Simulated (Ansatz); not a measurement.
# Ta2Si: the cost of one run

Computed with Ansatz 0.2.0 (DFT PBEsol, scalar-relativistic, plane waves, PAW, unless a step's input says otherwise).

2 further runs of the same task are left out: 2 set aside as unsound or not needed.

## 1. The structure to begin with

The structure is tetragonal, space group I4/mcm (No. 140). Conventional cell: a = 6.138 Å, b = 6.138 Å, c = 5.040 Å, α = 90.00°, β = 90.00°, γ = 90.00°. Around Ta (site symmetry m2m) lie 4 Si at 2.62 Å and 3 Ta at 2.82 to 2.94 Å. Si (site symmetry 422) has 2 Si at 2.52 Å and 8 Ta at 2.62 Å as nearest neighbours.

As a file:

```cif
data_structure
_symmetry_space_group_name_H-M 'P 1'
_symmetry_Int_Tables_number 1
_cell_length_a 5.0189
_cell_length_b 5.0189
_cell_length_c 5.0189
_cell_angle_alpha 104.605
_cell_angle_beta 104.605
_cell_angle_gamma 119.716
_cell_volume 94.95
loop_
_atom_site_label
_atom_site_type_symbol
_atom_site_fract_x
_atom_site_fract_y
_atom_site_fract_z
_atom_site_occupancy
Ta1 Ta 0.66258 0.83742 0.50000 1
Ta2 Ta 0.83742 0.33742 0.17484 1
Ta3 Ta 0.33742 0.16258 0.50000 1
Ta4 Ta 0.16258 0.66258 0.82516 1
Si1 Si 0.25000 0.25000 0.00000 1
Si2 Si 0.75000 0.75000 0.00000 1
```

It goes back to an entry of the Materials Project, which need not be the stable form.

It is the result of an earlier relaxation at this level (volume 15.83 Å³/atom; gap on the mesh: none (metal)).

## 2. The cell at 0.98 of its volume

File input.yaml:

```yaml
crystal:
  lattice:
    - [-3.0484179951, 3.0484179951, 2.5033094]
    - [3.0484179951, -3.0484179951, 2.5033094]
    - [3.0484179951, 3.0484179951, -2.5033094]
  atoms:
    - { symbol: Ta, position: [0.6625776214, 0.8374223786, 0.5] }
    - { symbol: Ta, position: [0.8374223786, 0.3374223786, 0.1748447572] }
    - { symbol: Ta, position: [0.3374223786, 0.1625776214, 0.5] }
    - { symbol: Ta, position: [0.1625776214, 0.6625776214, 0.8251552428] }
    - { symbol: Si, position: [0.25, 0.25, 0.0] }
    - { symbol: Si, position: [0.75, 0.75, 0.0] }
basis:
  ecutwfc: 420
kpoints:
  mp_grid: { grid: [10, 10, 10] }
hamiltonian:
  xc: pbesol
scf:
  occupations: { method: fermi_dirac, width: 0.15 }
output:
  forces: true
  stress: true
  eigenvalues: true
relax:
  adjacent_minimum: "off"
  f_tol: 0.001
  max_steps: 60
  cell: { stress_tol: 0.01, fix: [volume] }
```

The run is started by

```sh
$ ansatz run input.yaml --threads 2 --pin off --max-ram 6144MiB --backend cpu --events-out ev --progress --plain --runs-dir out
```

Q: Estimate wall time and peak memory on 2 threads of AMD EPYC 7R43 (Zen 3), shared host.

About 53 s, with a peak of 0.62 GiB.
